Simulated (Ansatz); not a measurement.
# InP: the cost of one run

Program: Ansatz 0.2.0. Level of theory: DFT, PBE, plane-wave PAW, default files, scalar-relativistic. These are calculated values, not measurements.

### 1 The starting structure

Symmetry: F-43m, No. 216, cubic system. Conventional cell: a = 5.869 Å, b = 5.869 Å, c = 5.869 Å, α = 90.00°, β = 90.00°, γ = 90.00°. Around In (site symmetry -43m) lie 4 P at 2.54 Å. Around P (site symmetry -43m) lie 4 In at 2.54 Å.

Structure file:

```
CELL_PARAMETERS angstrom
0.00000 2.93435 2.93435
2.93435 0.00000 2.93435
2.93435 2.93435 0.00000
ATOMIC_POSITIONS crystal
In 0.00000 0.00000 0.00000
P 0.25000 0.25000 0.25000
```

The earlier run gave: gap on the mesh 0.69 eV, largest force 0.000 eV/Å, pressure 3.1 GPa.

Site by site (atoms counted from 1):

| site | atoms | first shell | V_zz (10²¹ V/m²) | η | C_Q (MHz) |
| --- | --- | --- | --- | --- | --- |
| In | 1 | 4 P at 2.54 Å | 0.00 | – | 0 (¹¹⁵In) |
| P | 2 | 4 In at 2.54 Å | 0.00 | – | – |

Conventions: |V_zz| ≥ |V_yy| ≥ |V_xx|, η = (V_xx − V_yy)/V_zz, C_Q = eQV_zz/h. Quadrupole moments are those of Pyykkö's year-2017 table. A dash under C_Q marks elements without a common quadrupolar isotope.

### 2 Z stretched by -1 %, ions relaxed

The input, input.yaml:

```yaml
crystal:
  lattice:
    - [0.0, 2.93435, 2.9050065]
    - [2.93435, 0.0, 2.9050065]
    - [2.93435, 2.93435, 0.0]
  atoms:
    - { symbol: In, position: [0.0, 0.0, 0.0] }
    - { symbol: P, position: [0.25, 0.25, 0.25] }
kpoints:
  mp_grid: { grid: [13, 13, 13] }
scf:
  occupations: { method: fermi_dirac, width: 0.02 }
hamiltonian:
  xc: pbe
  pseudopotentials: { kind: paw }
output:
  forces: true
  stress: true
  populations: true
  efg: { quadrupole_moments_barn: { In: 0.772 }, contact_densities: true }
  write_density: true
  write_potential: true
  elf: true
  volumetric_format: npy
relax:
  f_tol: 0.02
  max_steps: 60
```

Started as:

```bash
$ ansatz run input.yaml --threads 1 --pin off --max-ram 3072MiB --backend cpu --events-out ev --progress --plain --runs-dir out
```

What time and memory should one allow on 1 thread of Intel Xeon Platinum 8488C (Sapphire Rapids), shared host?

About 19 s, with a peak of 0.56 GiB.
